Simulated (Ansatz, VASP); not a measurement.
**Mg: VASP beside Ansatz**

```xyz
2
Lattice="3.0396 0.0000 0.0000 -1.5198 2.6323 0.0000 0.0000 0.0000 4.8806" Properties=species:S:1:pos:R:3 pbc="T T T"
Mg    0.0000    1.7549    1.2201
Mg    1.5198    0.8774    3.6604
```

Alike in both runs: functional PBE; k mesh 15 × 15 × 8; occupations fermi-dirac, width 0.1 eV; no spin polarisation.

Ansatz relaxed the structure, and its values are those at the end. VASP's run is a single point on that final structure, the one shown.

|  | VASP | Ansatz |
| --- | --- | --- |
| version | VASP 6.6.1 | Ansatz 0.2.0 |
| potentials or method | VASP PAW PBE potentials, release 64 (Mg) | scalar-relativistic, plane waves, PAW |
| plane-wave cutoff (eV) | 520 | 420 |
| valence electrons in the cell | 4 | 20 |

```tsv
	VASP	Ansatz	Ansatz less VASP
gap on the k mesh at the Fermi level (eV)	none	none	-
pressure (GPa)	7.9	8.0	+0.10
```

A gap of «none» marks a metal or a gap that the smearing closes. The two sets of potentials don't hold the same shells in valence.
